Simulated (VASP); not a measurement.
# BN (P6_3/mmc) in VASP: further runs

Runs on BN. Level: PBE+D3(BJ). Tasks: relaxation of cell and atoms.

Everything below comes from runs of VASP 6.6.1. Logs are shortened: lines on timing, memory, paths and dates and some standing lists are left out, and cuts for length are marked.

### Step 1. The structure

It takes space group P6_3/mmc (No. 194, hexagonal). The conventional cell has a = 2.498 Å, b = 2.498 Å, c = 6.636 Å, α = 90.00°, β = 90.00°, γ = 120.00°. Around B (site symmetry -6m2) lie 3 N at 1.44 Å. N (site symmetry -6m2) has 3 B at 1.44 Å as nearest neighbours.

### Step 2. Relaxation of cell and atoms, PBE+D3(BJ)

INCAR reads:

```
SYSTEM = BN
PREC = Accurate
ENCUT = 520
EDIFF = 1E-7
ISMEAR = 0
SIGMA = 0.02
LREAL = .FALSE.
LASPH = .TRUE.
NELM = 60
ALGO = Fast
ISIF = 3
LWAVE = .FALSE.
LCHARG = .FALSE.
GGA = PE
IVDW = 12
IBRION = 2
NSW = 80
EDIFFG = -0.002
KPAR = 4
```

KPOINTS reads:

```
Automatic mesh
0
G
  15 15 6
  0 0 0
```

POSCAR reads:

```
BN
1.0
    2.4982400000      0.0000000000      0.0000000000
   -1.2491200000      2.1635393000      0.0000000000
    0.0000000000      0.0000000000      6.6357000000
B N
2 2
Direct
    0.3333333300      0.6666666700      0.2500000000
    0.6666666700      0.3333333300      0.7500000000
    0.3333333300      0.6666666700      0.7500000000
    0.6666666700      0.3333333300      0.2500000000
```

Potentials or basis: VASP PAW PBE potentials, release 64 (B, N).

Command:

```sh
$ cat potpaw_PBE.64/B/POTCAR potpaw_PBE.64/N/POTCAR > POTCAR
$ mpirun -np 4 vasp_std > vasp.out
```

OUTCAR:

```text
SYSTEM = BN
   PREC = Accurate
   ENCUT = 520
   EDIFF = 1E-7
   ISMEAR = 0
   LREAL = .FALSE.
   LASPH = .TRUE.
   NELM = 60
   ISIF = 3
   GGA = PE
   IVDW = 12
   IBRION = 2
   NSW = 80
   EDIFFG = -0.002
 IVDW          = 12

 ion  position               nearest neighbor table
   1  0.333  0.667  0.250-   4 1.44   4 1.44   4 1.44
   2  0.667  0.333  0.750-   3 1.44   3 1.44   3 1.44
   3  0.333  0.667  0.750-   2 1.44   2 1.44   2 1.44
   4  0.667  0.333  0.250-   1 1.44   1 1.44   1 1.44

  LATTYP: Found a hexagonal cell.
 ALAT       =     2.4982400000
 C/A-ratio  =     2.6561499296

  Lattice vectors:

 A1 = (   2.4982400000,   0.0000000000,   0.0000000000)
 A2 = (  -1.2491200000,   2.1635393000,   0.0000000000)
 A3 = (   0.0000000000,   0.0000000000,   6.6357000000)

Analysis of symmetry for initial positions (statically):
=====================================================================
 Subroutine PRICEL returns:
 Original cell was already a primitive cell.

 Routine SETGRP: Setting up the symmetry group for a
 hexagonal supercell.

 Subroutine GETGRP returns: Found 24 space group operations
 (whereof 12 operations were pure point group operations)
 out of a pool of 24 trial point group operations.

The static configuration has the point symmetry D_3d.
 The point group associated with its full space group is D_6h.

Analysis of symmetry for dynamics (positions and initial velocities):
=====================================================================
 Subroutine PRICEL returns:
 Original cell was already a primitive cell.

 Routine SETGRP: Setting up the symmetry group for a
 hexagonal supercell.

 Subroutine GETGRP returns: Found 24 space group operations
 (whereof 12 operations were pure point group operations)
 out of a pool of 24 trial point group operations.

The dynamic configuration has the point symmetry D_3d.
 The point group associated with its full space group is D_6h.

 Subroutine INISYM returns: Found 24 space group operations
 (whereof 12 operations are pure point group operations),
 and found     1 'primitive' translations

----------------------------------------------------------------------------------------

                                     Primitive cell

  volume of cell :      35.8662

  direct lattice vectors                    reciprocal lattice vectors
     2.498240000  0.000000000  0.000000000     0.400281798  0.231102805  0.000000000
    -1.249120000  2.163539300  0.000000000     0.000000000  0.462205609  0.000000000
     0.000000000  0.000000000  6.635700000     0.000000000  0.000000000  0.150700002

  length of vectors
     2.498240000  2.498239996  6.635700000     0.462205608  0.462205609  0.150700002

  position of ions in fractional coordinates (direct lattice)
     0.333333330  0.666666670  0.250000000
     0.666666670  0.333333330  0.750000000
     0.333333330  0.666666670  0.750000000
     0.666666670  0.333333330  0.250000000

  ion indices of the primitive-cell ions
   primitive index   ion index
                 1           1
                 2           2
                 3           3
                 4           4

----------------------------------------------------------------------------------------

 KPOINTS: Automatic mesh

Automatic generation of k-mesh.
 Grid dimensions read from file:
 generate k-points for:   15   15    6

 Generating k-lattice:

  Cartesian coordinates                     Fractional coordinates (reciprocal lattice)
     0.026685453  0.015406854  0.000000000     0.066666667 -0.000000000  0.000000000
     0.000000000  0.030813707  0.000000000     0.000000000  0.066666667  0.000000000
     0.000000000  0.000000000  0.025116667     0.000000000  0.000000000  0.166666667

  Length of vectors
     0.030813707  0.030813707  0.025116667

  Shift w.r.t. Gamma in fractional coordinates (k-lattice)
     0.000000000  0.000000000  0.000000000

 Subroutine IBZKPT returns following result:
 ===========================================

 Found    108 irreducible k-points:

 Following reciprocal coordinates:
            Coordinates               Weight
  0.000000  0.000000  0.000000      1.000000
  0.066667  0.000000  0.000000      6.000000
  0.133333 -0.000000  0.000000      6.000000
  0.200000 -0.000000  0.000000      6.000000
  0.266667 -0.000000  0.000000      6.000000
  0.333333  0.000000  0.000000      6.000000
[... 16 lines left out ...]
  0.333333  0.200000  0.000000     12.000000
  0.400000  0.200000  0.000000      6.000000
 [... further k-points ...]
   k-points           NKPTS =    108   k-points in BZ     NKDIM =    108   number of bands    NBANDS=     12
   number of dos      NEDOS =    301   number of ions     NIONS =      4
   total plane-waves  NPLWV =  20000
   dimension x,y,z NGX =    20 NGY =   20 NGZ =   50
   dimension x,y,z NGXF=    40 NGYF=   40 NGZF=  100
   ions per type =               2   2
   NGX,Y,Z   is equivalent  to a cutoff of  13.31, 13.31, 12.53 a.u.
   NGXF,Y,Z  is equivalent  to a cutoff of  26.62, 26.62, 25.05 a.u.
 SYSTEM =  BN
   PREC   = accura    normal or accurate (medium, high low for compatibility)
   ISTART =      0    job   : 0-new  1-cont  2-samecut
   ICHARG =      2    charge: 1-file 2-atom 10-const
   ISPIN  =      1    spin polarized calculation?
   LNONCOLLINEAR =      F non collinear calculations
   LSORBIT =      F    spin-orbit coupling
   LASPH  =      T    aspherical Exc in radial PAW
   ENCUT  =  520.0 eV  38.22 Ry    6.18 a.u.   4.65  4.65 12.34*2*pi/ulx,y,z
   NELM   =     60;   NELMIN=  2; NELMDL= -5     # of ELM steps
   EDIFF  = 0.1E-06   stopping-criterion for ELM
   LREAL  =      F    real-space projection
   EDIFFG = -.2E-02   stopping-criterion for IOM
   NSW    =     80    number of steps for IOM
   IBRION =      2    ionic relax: 0-MD 1-quasi-New 2-CG
   NFREE  =      1    steps in history (QN), initial steepest desc. (CG)
   ISIF   =      3    stress and relaxation
   ISYM   =      2    0-nonsym 1-usesym 2-fastsym
   POTIM  = 0.5000    time-step for ionic-motion
   TEBEG  =    0.0;   TEEND  =   0.0 temperature during run
   PSTRESS=    0.0 pullay stress
   NELECT =      16.0000    total number of electrons
   NUPDOWN=      -1.0000    fix difference up-down
   EMIN   =  10.00;   EMAX   =-10.00  energy-range for DOS
   EFERMI =   0.00;   METHOD = LEGACY
   ISMEAR =     0;   SIGMA  =   0.02  broadening in eV -4-tet -1-fermi 0-gaus
   EFERMI_NEDOS =   21; number of points for ismear=-14 and -15
   IALGO  =     68    algorithm
   IMIX   =      4    mixing-type and parameters
     AMIX     =   0.40;   BMIX     =  1.00
     AMIX_MAG =   1.60;   BMIX_MAG =  1.00
  volume/ion in A,a.u.               =       8.97        60.51
  Fermi-wavevector in a.u.,A,eV,Ry     =   1.250891  2.363842 21.289433  1.564729
  Thomas-Fermi vector in A             =   2.384864
   LORBIT       =      0    0 simple, 1 ext, 2 COOP (PROOUT), +10 PAW based schemes
   GGA     = PE    functional components
   LHFCALC =     F    Hartree Fock is set to
   AEXX    =    0.0000 exact exchange contribution
   IVDW    =    12    specifies the selected vdW correction
   LEPSILON=     F    determine dielectric tensor
   LRPA    =     F    only Hartree local field effects (RPA)
 conjugate gradient relaxation of ions
 non-spin polarized calculation
 RMM-DIIS sequential band-by-band and
 Gauss-broadening in eV      SIGMA  =   0.02
  energy-cutoff  :      520.00
  volume of cell :       35.87
 maximum number of plane-waves:       985
 NGX is ok and might be reduce to    20
   NGX =  9   NGY =  9   NGZ = 25

--------------------------------------- Ionic step        1  -------------------------------------------

 number of electron      15.9999997 magnetization

 Free energy of the ion-electron system (eV)
  ---------------------------------------------------
  ext. energy  EPLUGINS =         0.00000000
  ---------------------------------------------------
  free energy    TOTEN  =       -35.14691841 eV

  energy without entropy =      -35.14691841  energy(sigma->0) =      -35.14691841

------------------------ aborting loop because EDIFF is reached ----------------------------------------

 Edisp (eV)   -0.56768

 E8    (eV) :    -0.1663

  FORCE on cell =-STRESS in cart. coord.  units (eV):
  Direction    XX          YY          ZZ          XY          YZ          ZX
  --------------------------------------------------------------------------------------
  -------------------------------------------------------------------------------------
  Total       0.83973     0.83973    -0.05715     0.00000     0.00000     0.00000
  in kB      37.51146    37.51146    -2.55305     0.00000     0.00000     0.00000
  external pressure =       24.16 kB  Pullay stress =        0.00 kB
[... 103 lines left out ...]
  FREE ENERGIE OF THE ION-ELECTRON SYSTEM (eV)
  ---------------------------------------------------
  free  energy   TOTEN  =       -35.7174837459 eV

  energy  without entropy=      -35.7174837459  energy(sigma->0) =      -35.71748375

[... ionic steps 4 to 10 ...]

--------------------------------------- Ionic step       11  -------------------------------------------

 number of electron      15.9999997 magnetization

------------------------ aborting loop because EDIFF is reached ----------------------------------------

 Edisp (eV)   -0.56908

 E8    (eV) :    -0.1668
[... 73 lines left out ...]
  energy  without entropy=      -35.7176438809  energy(sigma->0) =      -35.71764388

--------------------------------------- Ionic step       13  -------------------------------------------

 number of electron      15.9999997 magnetization

 Free energy of the ion-electron system (eV)
  ---------------------------------------------------
  ext. energy  EPLUGINS =         0.00000000
  ---------------------------------------------------
  free energy    TOTEN  =       -35.14864060 eV

  energy without entropy =      -35.14864060  energy(sigma->0) =      -35.14864060

 E-fermi :   2.5280     XC(G=0): -10.1178

 val. band max:        2.3609379153   @ k =   0.3333   0.2667   0.0000
 cond. band min:       6.6300014575   @ k =   0.4667   0.0667   0.0000
 fundamental gap:      4.2690635422
 Fermi energy:         2.5280478833

 k-point     1 :       0.0000    0.0000    0.0000
  band No.  band energies     occupation
      1     -15.4619      2.00000
      2     -15.1481      2.00000
      3      -3.9080      2.00000
      4      -1.6934      2.00000
      5       0.9909      2.00000
      6       0.9909      2.00000
      7       1.0316      2.00000
      8       1.0316      2.00000
      9       7.6394      0.00000
     10      12.7274      0.00000
     11      13.8422      0.00000
     12      13.8422      0.00000
[... 331 lines left out ...]
 k-point    24 :       0.4000    0.2000    0.0000
  band No.  band energies     occupation
      1     -11.9254      2.00000
      2     -11.8654      2.00000
      3      -6.1210      2.00000
      4      -6.0295      2.00000
      5      -3.6096      2.00000
      6      -3.5276      2.00000
      7       1.4773      2.00000
      8       2.2571      2.00000
      9       6.9045      0.00000
     10       7.7210      0.00000
     11      14.0651      0.00000
     12      14.3463      0.00000

 [... further k-points ...]

------------------------ aborting loop because EDIFF is reached ----------------------------------------

 Edisp (eV)   -0.56903

 E8    (eV) :    -0.1668

  FORCE on cell =-STRESS in cart. coord.  units (eV):
  Direction    XX          YY          ZZ          XY          YZ          ZX
  --------------------------------------------------------------------------------------
  -------------------------------------------------------------------------------------
  Total       0.00061     0.00061    -0.00066     0.00000    -0.00000     0.00000
  in kB       0.02738     0.02738    -0.02949     0.00000    -0.00000     0.00000
  external pressure =        0.01 kB  Pullay stress =        0.00 kB
[... 19 lines left out ...]
  FREE ENERGIE OF THE ION-ELECTRON SYSTEM (eV)
  ---------------------------------------------------
  free  energy   TOTEN  =       -35.7176726844 eV

  energy  without entropy=      -35.7176726844  energy(sigma->0) =      -35.71767268

 reached required accuracy - stopping structural energy minimisation
```

It took 68 s on 4 MPI ranks of Intel Xeon Platinum 8488C (Sapphire Rapids), shared host; peak memory 0.19 GiB.

What came out:

- Free energy: -35.7177 eV
- Relaxed volume: 8.96 Å³/atom
- Relaxed cell: a = 2.507 Å, b = 2.507 Å, c = 6.586 Å, α = 90.00°, β = 90.00°, γ = 120.00°
- Space group after relaxing (to 0.05 Å): P6_3/mmc (No. 194)
- Energy gained by relaxing: 0.8 meV/atom
- Ionic steps: 13
- Pressure after relaxing: 0.0 GPa
- Band gap on the k mesh: 4.27 eV, indirect (least direct gap 4.63 eV)
- Dispersion energy per atom: -0.142 eV

The path:
| step | energy change (eV) | largest force (eV/Å) | pressure (GPa) | volume (Å³) |
| --- | --- | --- | --- | --- |
| 1 | 0.0000 | 0.0000 | 2.42 | 35.87 |
| 2 | 0.0077 | 0.0000 | -4.69 | 36.57 |
| 3 | -0.0029 | 0.0000 | -0.09 | 36.11 |
| 4 | -0.0029 | 0.0000 | -0.04 | 36.10 |
| 5 | -0.0029 | 0.0000 | -0.04 | 36.08 |
| 6 | -0.0030 | 0.0000 | -0.02 | 36.03 |
| 7 | -0.0031 | 0.0000 | 0.01 | 35.92 |
| 8 | -0.0030 | 0.0000 | 0.07 | 35.70 |
| 9 | -0.0031 | 0.0000 | 0.03 | 35.83 |
| 10 | -0.0031 | 0.0000 | 0.03 | 35.84 |
| 11 | -0.0031 | 0.0000 | 0.02 | 35.84 |
| 12 | -0.0030 | 0.0000 | -0.25 | 35.86 |
| 13 | -0.0031 | 0.0000 | 0.00 | 35.84 |

Final structure:
```yaml
crystal:
  lattice:
    - [2.50681, 0.00000, 0.00000]
    - [-1.25341, 2.17096, 0.00000]
    - [0.00000, 0.00000, 6.58552]
  atoms:
    - { symbol: B, position: [0.33333, 0.66667, 0.25000] }
    - { symbol: B, position: [0.66667, 0.33333, 0.75000] }
    - { symbol: N, position: [0.33333, 0.66667, 0.75000] }
    - { symbol: N, position: [0.66667, 0.33333, 0.25000] }
```

Levels at points of the mesh, in eV from the valence-band top:
| k point | band 5 | band 6 | band 7 | band 8 | band 9 | band 10 | band 11 | band 12 |
| --- | --- | --- | --- | --- | --- | --- | --- | --- |
| (0.00, 0.00, 0.00) | -1.37 | -1.37 | -1.33 | -1.33 | 5.28 | 10.37 | 11.48 | 11.48 |
| (0.00, 0.00, 0.50) | -1.35 | -1.35 | -1.35 | -1.35 | 7.69 | 7.69 | 11.55 | 11.55 |

Caveat: an odd mesh through Γ misses points on the zone boundary, where band edges often lie.

(Continued in part 2 of 2.)
